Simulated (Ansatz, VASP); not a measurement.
One calculation of BaS, two programs

File INCAR:

```
SYSTEM = BaS
  PREC = Accurate
  ENCUT = 520
  EDIFF = 1E-6
  ISMEAR = 0
  SIGMA = 0.05
  LREAL = .False.
  LASPH = .True.
  NELM = 60
  ALGO = Normal
  ISIF = 2
  LWAVE = .False.
  LCHARG = .True.
  GGA = PE
  IVDW = 12
  LELF = .True.
  LVHAR = .True.
  NBANDS = 15
```

The input KPOINTS:

```
regular mesh
0
Gamma
  6 6 6
  0 0 0
```

The input POSCAR:

```
BaS
1.0
    0.0000000000      3.2007443521      3.2007443521
    3.2007443521      0.0000000000      3.2007443521
    3.2007443521      3.2007443521      0.0000000000
Ba S
1 1
Direct
    0.5000000000      0.5000000000      0.5000000000
    0.0000000000      0.0000000000      0.0000000000
```

Input for Ansatz:

```yaml
crystal:
  lattice:
    - [0.0, 3.2007443521, 3.2007443521]
    - [3.2007443521, 0.0, 3.2007443521]
    - [3.2007443521, 3.2007443521, 0.0]
  atoms:
    - { symbol: Ba, position: [0.5, 0.5, 0.5] }
    - { symbol: S, position: [0.0, 0.0, 0.0] }
basis:
  ecutwfc: 420
  ecutrho_ratio: 4
kpoints:
  mp_grid: { grid: [6, 6, 6] }
hamiltonian:
  xc: pbe
  dispersion: d3bj
scf:
  occupations: { method: gaussian, width: 0.05 }
output:
  forces: true
  stress: true
  eigenvalues: true
```

Alike in both runs: task single point; functional PBE; dispersion D3(BJ); k mesh 6 × 6 × 6; occupations gaussian, width 0.05 eV; no spin polarisation.

```csv
,VASP,Ansatz
version,VASP 6.6.1,Ansatz 0.2.0
potentials or method,"VASP PAW PBE potentials, release 64 (Ba_sv, S)","scalar-relativistic, plane waves, PAW"
plane-wave cutoff (eV),520,420
valence electrons in the cell,16,16
```

|  | VASP | Ansatz | Ansatz less VASP |
| --- | --- | --- | --- |
| gap on the k mesh at the Fermi level (eV) | 2.12 | 2.22 | +0.098 |
| least direct gap on the mesh (eV) | 2.26 | 2.32 | +0.066 |
| pressure (GPa) | -0.3 | -0.8 | -0.58 |
| dispersion energy (meV/atom) | -275.6 | -275.7 | -0.11 |

Caveats: spin-orbit coupling is left out, which moves the levels of the heavy elements. A k mesh can miss the band edges. A hybrid or GW would open this gap; PBE tends to underestimate it.
